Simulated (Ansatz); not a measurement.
# ZrN (Fm-3m) in Ansatz: further runs

The runs below take ZrN through relaxation of cell and atoms, with revPBE+D4, LDA.

Program: Ansatz 0.2.0. These are calculated values, not measurements. Logs are shortened: lines on timing, memory, paths and dates and some standing lists are left out, and cuts for length are marked.

**1. Starting point**

Symmetry: Fm-3m, No. 225, cubic system. Conventional cell: a = 4.600 Å, b = 4.600 Å, c = 4.600 Å, α = 90.00°, β = 90.00°, γ = 90.00°. Around Zr (site symmetry m-3m) lie 6 N at 2.30 Å. Around N (site symmetry m-3m) lie 6 Zr at 2.30 Å.

**2. Relaxation of cell and atoms, revPBE+D4**

Contents of input.yaml:

```yaml
crystal:
  lattice:
    - [0.0, 2.3, 2.3]
    - [2.3, 0.0, 2.3]
    - [2.3, 2.3, 0.0]
  atoms:
    - { symbol: Zr, position: [0.5, 0.5, 0.5] }
    - { symbol: "N", position: [0.0, 0.0, 0.0] }
kpoints:
  mp_grid: { grid: [10, 10, 10] }
scf:
  occupations: { method: fermi_dirac, width: 0.05 }
hamiltonian:
  xc: revpbe
  dispersion: d4
  pseudopotentials: { kind: all_electron, lapw: { basis_error: 0.001 } }
output:
  forces: true
  stress: true
relax:
  f_tol: 0.005
  max_steps: 60
  cell: {}
```

Potentials or basis: all-electron LAPW, scalar-relativistic.

Run with:

```console
ansatz run input.yaml --threads 1 --pin off --max-ram 3072MiB --backend cpu --events-out ev --progress --plain --runs-dir out
```

The log of the run:

```text
Warning: RAYON_NUM_THREADS=1 ignored (pool sized by the plan → 1); use --threads N
The last accepted step is kept in <dir> (removed where the run ends without a failure and the disk answers)
LAPW: plane waves up to 8.827 Å⁻¹, error target 1.0e-3 eV per atom; small_component_spin mean_spin; N in spheres of 1.027 Å, 7 of its electrons in bands, Dirac shells []; Zr in spheres of 1.204 Å, 30 of its electrons in bands, Dirac shells [] (how accurate: hamiltonian.pseudopotentials.lapw.basis_error, Limitations)
Engine: ansatz 0.2.0, aarch64-unknown-linux-gnu
Pseudopotentials: kind: all_electron
Pseudopotential: Zr, LAPW, valence charge 30, lapw/all_electron/scalar/gaussian/Zr, Koelling and Harmon's equation, gaussian nucleus
Pseudopotential: N, LAPW, valence charge 7, lapw/all_electron/scalar/gaussian/N, Koelling and Harmon's equation, gaussian nucleus
Functional definition: revPBE
  parameter kappa = 1.245
  parameter beta = 0.06672455060314922
  exchange = pbe_x(kappa = kappa, mu = beta*pi^2/3)
  correlation = pbe_c(beta = beta)
Crystal: 2 atoms, lattice volume = 24.334 Å³
Basis set: ecut = 296.8600390914363 eV, 283 PW (Γ), exchange–correlation at level 2
Bands: 23, of which v1, the nominal top of the filled ones, is band 19 counted from 1 (18 counted from 0)
Symmetry: 48 space group operations
Space group: Fm-3m (ITA 225), of the structure as read, at distance tolerance 2.9e-5 Å
k-points: 47 of 1000
Non-local potential: Zr, projectors of the file, none
Non-local potential: N, projectors of the file, none
Initial density: superposition of atomic densities (chi_scale 0.1, normalization cell, long waves kept (reshape's long-wave potential 0.00 eV rms))
Initial wavefunctions: plane waves of lowest kinetic energy (no species holds an atomic orbital)
Functional: x = revpbe(κ = 1.245, μ = 0.2195149727645171), c = pbe(β = 0.06672455060314922)
iter 1 solved again at ethr=1.25e-2 eV; its pass at ethr=1.00e-1 eV (dr2=4.62e0 eV) is discarded
SCF iter   1: F=—  HF=-99429.518646 eV  |F-HF|=—  |Δ(HF+E_count)|=         —  Δρ=1.18e-1  dr2=4.61e0  ethr=1.25e-2  ⟨swp⟩=2.0  Hψ=7200  notcnv=0
preconditioner: auto → Kerker (q_TF=auto, 2.926 Å⁻¹)  [metal: Δε(μ)=0.124 eV  Ē_g=19.401 eV  σ=0.050 eV  W_gap=0.48  n_scr=14 (ndim 8)  ℏωp=29.2 eV  f_vac=0.000  D(μ)=0.44/eV (n_scr^D=0)]
iter 2 solved again at ethr=2.06e-4 eV; its pass at ethr=1.25e-2 eV (dr2=7.62e-2 eV) is discarded
SCF iter   2: F=—  HF=-99427.603923 eV  |F-HF|=—  |Δ(HF+E_count)|=    1.91e0  Δρ=1.96e-2  dr2=7.58e-2  ethr=2.06e-4  ⟨swp⟩=2.0  Hψ=5349  notcnv=0
SCF iter   3: F=—  HF=-99427.584334 eV  |F-HF|=—  |Δ(HF+E_count)|=   1.96e-2  Δρ=3.11e-2  dr2=3.54e-1  ethr=2.05e-4  ⟨swp⟩=3.0  Hψ=3544  notcnv=0
SCF iter   4: F=—  HF=-99427.561562 eV  |F-HF|=—  |Δ(HF+E_count)|=         —  Δρ=7.41e-3  dr2=9.02e-3  ethr=2.05e-4  ⟨swp⟩=2.7  Hψ=3487  notcnv=0
the basis was enlarged: its passes take 40.8 KiB over the memory plan, 1 of 1 planned eigensolver slots
SCF iter   5: F=—  HF=-99427.553015 eV  |F-HF|=—  |Δ(HF+E_count)|=   8.55e-3  Δρ=1.81e-3  dr2=8.92e-4  ethr=2.44e-5  ⟨swp⟩=2.9  Hψ=3483  notcnv=0
SCF iter   6: F=—  HF=-99427.552530 eV  |F-HF|=—  |Δ(HF+E_count)|=   4.86e-4  Δρ=1.41e-3  dr2=7.57e-4  ethr=2.41e-6  ⟨swp⟩=2.0  Hψ=3207  notcnv=0
SCF iter   7: F=—  HF=-99427.552364 eV  |F-HF|=—  |Δ(HF+E_count)|=   1.66e-4  Δρ=2.03e-4  dr2=1.06e-5  ethr=2.05e-6  ⟨swp⟩=2.0  Hψ=3207  notcnv=0
SCF iter   8: F=—  HF=-99427.552356 eV  |F-HF|=—  |Δ(HF+E_count)|=   8.24e-6  Δρ=5.43e-5  dr2=9.48e-7  ethr=2.87e-8  ⟨swp⟩=2.0  Hψ=3207  notcnv=0
SCF iter   9: F=-99427.552355 eV  HF=-99427.552355 eV  |F-HF|=4.79e-8  |Δ(HF+E_count)|=   2.36e-7  Δρ=1.31e-5  dr2=4.96e-8  ethr=2.56e-9  ⟨swp⟩=2.3  Hψ=3229  notcnv=0
SCF 1 converged in 9 iterations: F = -99427.552355 eV  dr2 = 4.96e-8
relax step   1: F+E_penalty+E_count = -99427.55235531 eV  Δ(F+E_penalty+E_count) = +0.000e0 eV  max|allowed force component| = 2.613e-30 eV/Å  Δτ_max = 0.0000 Å  P = -6.801 GPa  Ω = 24.334 Å³  (9 SCF iters, accepted)
Crystal: 2 atoms, lattice volume = 23.257 Å³
Basis set: ecut = 305.9521294788781 eV, 283 PW (Γ), exchange–correlation at level 2
Initial density: handed on by an earlier stage of this run
Initial wavefunctions: those handed on with the density
iter 1 solved again at ethr=6.45e-7 eV; its pass at ethr=1.00e-1 eV (dr2=2.39e-4 eV) is discarded
SCF iter   1: F=—  HF=-99427.562596 eV  |F-HF|=—  |Δ(HF+E_count)|=         —  Δρ=1.19e-3  dr2=2.50e-4  ethr=6.45e-7  ⟨swp⟩=4.3  Hψ=5789  notcnv=0
preconditioner: auto → Kerker (q_TF=auto, 2.948 Å⁻¹)  [metal: Δε(μ)=0.023 eV  Ē_g=19.105 eV  σ=0.050 eV  W_gap=0.11  n_scr=14 (ndim 8)  ℏωp=29.8 eV  f_vac=0.000  D(μ)=0.79/eV (n_scr^D=8)]
SCF iter   2: F=—  HF=-99427.562202 eV  |F-HF|=—  |Δ(HF+E_count)|=   3.94e-4  Δρ=7.26e-4  dr2=1.51e-4  ethr=6.45e-7  ⟨swp⟩=3.0  Hψ=3283  notcnv=0
SCF iter   3: F=—  HF=-99427.562146 eV  |F-HF|=—  |Δ(HF+E_count)|=   5.63e-5  Δρ=3.77e-4  dr2=3.44e-5  ethr=4.09e-7  ⟨swp⟩=2.0  Hψ=3155  notcnv=0
SCF iter   4: F=—  HF=-99427.562128 eV  |F-HF|=—  |Δ(HF+E_count)|=   1.80e-5  Δρ=2.15e-4  dr2=1.39e-5  ethr=9.28e-8  ⟨swp⟩=2.0  Hψ=3155  notcnv=0
iter 5 solved again at ethr=1.87e-9 eV; its pass at ethr=3.74e-8 eV (dr2=6.92e-7 eV) is discarded
SCF iter   5: F=—  HF=-99427.562129 eV  |F-HF|=—  |Δ(HF+E_count)|=   8.14e-7  Δρ=5.35e-5  dr2=6.92e-7  ethr=1.87e-9  ⟨swp⟩=2.0  Hψ=5356  notcnv=0
SCF iter   6: F=-99427.562129 eV  HF=-99427.562129 eV  |F-HF|=5.15e-9  |Δ(HF+E_count)|=   6.56e-9  Δρ=1.45e-5  dr2=2.67e-8  ethr=1.87e-9  ⟨swp⟩=2.0  Hψ=3155  notcnv=0
SCF 2 converged in 6 iterations: F = -99427.562129 eV  dr2 = 2.67e-8
relax step   2: F+E_penalty+E_count = -99427.56212862 eV  Δ(F+E_penalty+E_count) = -9.773e-3 eV  max|allowed force component| = 1.341e-29 eV/Å  Δτ_max = 0.0000 Å  P = +4.339 GPa  Ω = 23.257 Å³  (6 SCF iters, accepted)
Crystal: 2 atoms, lattice volume = 23.665 Å³
Basis set: ecut = 302.4271455777871 eV, 283 PW (Γ), exchange–correlation at level 2
iter 1 solved again at ethr=9.54e-8 eV; its pass at ethr=1.00e-1 eV (dr2=3.53e-5 eV) is discarded
SCF iter   1: F=—  HF=-99427.567390 eV  |F-HF|=—  |Δ(HF+E_count)|=         —  Δρ=4.71e-4  dr2=3.96e-5  ethr=9.54e-8  ⟨swp⟩=4.3  Hψ=5821  notcnv=0
preconditioner: auto → Kerker (q_TF=auto, 2.939 Å⁻¹)  [metal: Δε(μ)=0.018 eV  Ē_g=18.989 eV  σ=0.050 eV  W_gap=0.09  n_scr=14 (ndim 8)  ℏωp=29.6 eV  f_vac=0.000  D(μ)=0.80/eV (n_scr^D=8)]
SCF iter   2: F=—  HF=-99427.567330 eV  |F-HF|=—  |Δ(HF+E_count)|=   6.00e-5  Δρ=2.85e-4  dr2=2.39e-5  ethr=9.54e-8  ⟨swp⟩=3.0  Hψ=3320  notcnv=0
SCF iter   3: F=—  HF=-99427.567313 eV  |F-HF|=—  |Δ(HF+E_count)|=   1.70e-5  Δρ=1.49e-4  dr2=5.42e-6  ethr=6.47e-8  ⟨swp⟩=2.0  Hψ=3175  notcnv=0
SCF iter   4: F=—  HF=-99427.567312 eV  |F-HF|=—  |Δ(HF+E_count)|=   1.03e-6  Δρ=9.75e-5  dr2=2.67e-6  ethr=1.46e-8  ⟨swp⟩=2.0  Hψ=3175  notcnv=0
iter 5 solved again at ethr=7.10e-10 eV; its pass at ethr=7.22e-9 eV (dr2=2.63e-7 eV) is discarded
SCF iter   5: F=—  HF=-99427.567311 eV  |F-HF|=—  |Δ(HF+E_count)|=   3.43e-7  Δρ=3.10e-5  dr2=2.63e-7  ethr=7.10e-10  ⟨swp⟩=2.0  Hψ=5376  notcnv=0
SCF iter   6: F=-99427.567311 eV  HF=-99427.567311 eV  |F-HF|=4.51e-10  |Δ(HF+E_count)|=   7.38e-8  Δρ=6.66e-6  dr2=9.71e-9  ethr=7.10e-10  ⟨swp⟩=2.0  Hψ=3175  notcnv=0
SCF 3 converged in 6 iterations: F = -99427.567311 eV  dr2 = 9.71e-9
relax step   3: F+E_penalty+E_count = -99427.56731140 eV  Δ(F+E_penalty+E_count) = -5.183e-3 eV  max|allowed force component| = 5.095e-31 eV/Å  Δτ_max = 0.0000 Å  P = -0.198 GPa  Ω = 23.665 Å³  (6 SCF iters, accepted)
Crystal: 2 atoms, lattice volume = 23.647 Å³
Basis set: ecut = 302.58156502370764 eV, 283 PW (Γ), exchange–correlation at level 2
iter 1 solved again at ethr=1.19e-10 eV; its pass at ethr=1.00e-1 eV (dr2=4.42e-8 eV) is discarded
SCF iter   1: F=—  HF=-99427.567331 eV  |F-HF|=—  |Δ(HF+E_count)|=         —  Δρ=1.85e-5  dr2=4.99e-8  ethr=1.19e-10  ⟨swp⟩=5.2  Hψ=5881  notcnv=0
preconditioner: auto → Kerker (q_TF=auto, 2.940 Å⁻¹)  [metal: Δε(μ)=0.019 eV  Ē_g=18.996 eV  σ=0.050 eV  W_gap=0.09  n_scr=14 (ndim 8)  ℏωp=29.6 eV  f_vac=0.000  D(μ)=0.80/eV (n_scr^D=8)]
SCF iter   2: F=-99427.567323 eV  HF=-99427.567323 eV  |F-HF|=4.08e-8  |Δ(HF+E_count)|=   8.46e-6  Δρ=1.13e-5  dr2=3.51e-8  ethr=1.19e-10  ⟨swp⟩=3.0  Hψ=3588  notcnv=0
SCF 4 converged in 2 iterations: F = -99427.567323 eV  dr2 = 3.51e-8
relax step   4: F+E_penalty+E_count = -99427.56732291 eV  Δ(F+E_penalty+E_count) = -1.151e-5 eV  max|allowed force component| = 8.875e-31 eV/Å  Δτ_max = 0.0000 Å  P = -0.005 GPa  Ω = 23.647 Å³  (2 SCF iters, accepted)
iter 1 solved again at ethr=8.56e-11 eV; its pass at ethr=1.00e-1 eV (dr2=3.17e-8 eV) is discarded
SCF iter   1: F=—  HF=-99427.567331 eV  |F-HF|=—  |Δ(HF+E_count)|=         —  Δρ=1.10e-5  dr2=3.21e-8  ethr=8.56e-11  ⟨swp⟩=3.0  Hψ=5578  notcnv=0
SCF iter   2: F=-99427.567323 eV  HF=-99427.567323 eV  |F-HF|=1.31e-9  |Δ(HF+E_count)|=   8.37e-6  Δρ=5.12e-6  dr2=4.63e-9  ethr=8.56e-11  ⟨swp⟩=3.0  Hψ=3587  notcnv=0
SCF 5 converged in 2 iterations: F = -99427.567323 eV  dr2 = 4.63e-9
relax step   5: F+E_penalty+E_count = -99427.56732289 eV  Δ(F+E_penalty+E_count) = +1.267e-8 eV  max|allowed force component| = 7.170e-31 eV/Å  Δτ_max = 0.0000 Å  P = -0.006 GPa  Ω = 23.647 Å³  stress off target by 5.99e-3 GPa  SCF on the basis re-selected at this cell (its energy is not comparable with the rows above)  (2 SCF iters)
basis re-selected at this cell: Δ(F+E_penalty+E_count) = +1.267e-8 eV, ΔP = -0.001 GPa vs the last step (what re-selecting the basis moved, after the strain that the cell walked since its last selection, with what the two solves' SCF thresholds leave and, on support functions, any second-order correction that the steps lacked; it is no measure of the basis error at this ecutwfc). This SCF's stress stands 5.99e-3 GPa from its target on what of the cell is left free (relax.cell.stress_tol is 5.00e-2 GPa) and its largest allowed force component is 7.17e-31 eV/Å (relax.f_tol is 5.00e-3 eV/Å): within both
SCF converged after 2 iterations
Free energy (F): -99427.567323 eV
Harris-Foulkes:  -99427.567323 eV  (|F-HF|=1.31e-9)
Internal energy: -99427.561092 eV  (E = F + TS)
E sigma→0 (E₀):  -99427.564208 eV
Entropy (-TS):   -0.006231 eV (-3.115 meV/atom)
Fermi energy:    19.936474 eV
--- Per-component energies (eV) ---
  E_band       = -4711.319929
  E_kinetic    = 102649.511429
  E_xc         = -3306.917838
  E_electrostatic = -198769.139537  (all electrons and nuclei)
  E_disp       = -1.015146  (pairwise vdW)
  E_smearing   = -0.006231  (= −TS)
  E_closure    = 0.000000  (closes the sum)
  E_atoms      = -99408.198071  (free atoms, spherical and without spin; not in F)
  Σ components = -99427.567323   (vs F -99427.567323, Δ=0.00e0)
  Basis errors (estimates in eV, not in F): energy 4.1e-4 per atom: plane waves 3.8e-4 (2.1e-4 summed), levels above the bands 1.8e-18, relativity 2.1e-8, radial functions 2.9e-5, core shells 8.2e-14; eigenvalues (radial functions only) 7.3e-7; not estimated: angular momenta, meshes, grids; target (lapw.basis_error) 1.0e-3; muffin-tin radii N 1.017 Å, Zr 1.193 Å
--- Forces (eV/Å), atoms counted from 1 ---
  atom   1  Zr     0.00000000     0.00000000     0.00000000
  atom   2  N     -0.00000000     0.00000000    -0.00000000
  max |Σ_I F_I| component: 1.57e-30 eV/Å
--- Stress (GPa, compression-positive) ---
       -0.005988      -0.000000      -0.000000
       -0.000000      -0.005988       0.000000
       -0.000000       0.000000      -0.005988
  P = ⅓ Tr σ = -0.0060 GPa (-0.060 kbar)
--- Relaxed structure (4 steps of the walk, 4 accepted, 1 SCFs on fresh bases) ---
  F+E_penalty+E_count = -99427.56732289 eV   max|allowed force component| = 7.170e-31 eV/Å   (the final SCF, on the basis selected at the relaxed cell)
  cell:  # Å, volume = 23.6471 Å³
    - [1.9107645123358466e-34, 2.2781508281067766, 2.2781508281067766]
    - [2.2781508281067766, 1.2865814383061365e-33, 2.2781508281067766]
    - [2.2781508281067766, 2.2781508281067766, 5.350140634540369e-34]
  atoms:
    - { symbol: Zr, position: [0.5, 0.5, 0.5] }
    - { symbol: N, position: [-1.8317268492807046e-35, 1.1121198727771555e-35, 1.85353312129589e-35] }
```

It took 40 s on 1 thread of Arm Neoverse N1, shared host; peak memory 0.3 GiB.

What came out:

```yaml
Free_energy: -99427.5673 eV
Relaxed_volume: 11.82 Å³/atom
Relaxed_cell: a = 3.222 Å, b = 3.222 Å, c = 3.222 Å, α = 60.00°, β = 60.00°, γ = 60.00°
Space_group_after_relaxing_to_0.05_Å: Fm-3m (No. 225)
Energy_gained_by_relaxing: 7.5 meV/atom
Ionic_steps: 5
Pressure_after_relaxing: 0.0 GPa
```

Step by step:
```csv
step,energy change (eV),largest force (eV/Å),volume (Å³)
1,0.0000,0.0000,24.33
2,-0.0098,0.0000,23.26
3,-0.0150,0.0000,23.67
4,-0.0150,0.0000,23.65
5,-0.0150,0.0000,23.65
```

Final structure:
```cif
data_structure
_symmetry_space_group_name_H-M 'P 1'
_symmetry_Int_Tables_number 1
_cell_length_a 3.2218
_cell_length_b 3.2218
_cell_length_c 3.2218
_cell_angle_alpha 60.000
_cell_angle_beta 60.000
_cell_angle_gamma 60.000
_cell_volume 23.65
loop_
_atom_site_label
_atom_site_type_symbol
_atom_site_fract_x
_atom_site_fract_y
_atom_site_fract_z
_atom_site_occupancy
Zr1 Zr 0.50000 0.50000 0.50000 1
N1 N 0.00000 0.00000 0.00000 1
```

**3. Relaxation of cell and atoms, LDA**

input.yaml: that of step 2 with these lines changed.

```diff
@@ -13,4 +13,3 @@
 hamiltonian:
-  xc: revpbe
-  dispersion: d4
+  xc: lda
   pseudopotentials: { kind: all_electron, lapw: { basis_error: 0.001 } }
@@ -20,3 +19,3 @@
 relax:
-  f_tol: 0.005
+  f_tol: 0.01
   max_steps: 60
```

Potentials or basis: all-electron LAPW, scalar-relativistic.

Run with:

```console
ansatz run input.yaml --threads 1 --pin off --max-ram 3072MiB --backend cpu --events-out ev --progress --plain --runs-dir out
```

It took 40 s on 1 thread of Arm Neoverse N1, shared host; peak memory 0.29 GiB.

Results (log left out):

- Free energy: -99304.9265 eV
- Relaxed volume: 11.58 Å³/atom
- Relaxed cell: a = 3.200 Å, b = 3.200 Å, c = 3.200 Å, α = 60.00°, β = 60.00°, γ = 60.00°
- Space group after relaxing (to 0.05 Å): Fm-3m (No. 225)
- Energy gained by relaxing: 24.0 meV/atom
- Ionic steps: 5
- Pressure after relaxing: 0.0 GPa

The path:
| step | energy change (eV) | largest force (eV/Å) | volume (Å³) |
| --- | --- | --- | --- |
| 1 | 0.0000 | 0.0000 | 24.33 |
| 2 | -0.0226 | 0.0000 | 22.37 |
| 3 | -0.0478 | 0.0000 | 23.23 |
| 4 | -0.0480 | 0.0000 | 23.17 |
| 5 | -0.0480 | 0.0000 | 23.17 |

Final structure:
```
Zr N
1.0
     0.00000    2.26261    2.26261
     2.26261    0.00000    2.26261
     2.26261    2.26261    0.00000
Zr N
1 1
Direct
  0.50000 0.50000 0.50000
  0.00000 0.00000 0.00000
```

LDA usually gives volumes a few per cent too small. Zero-point motion and thermal expansion aren't in these numbers.
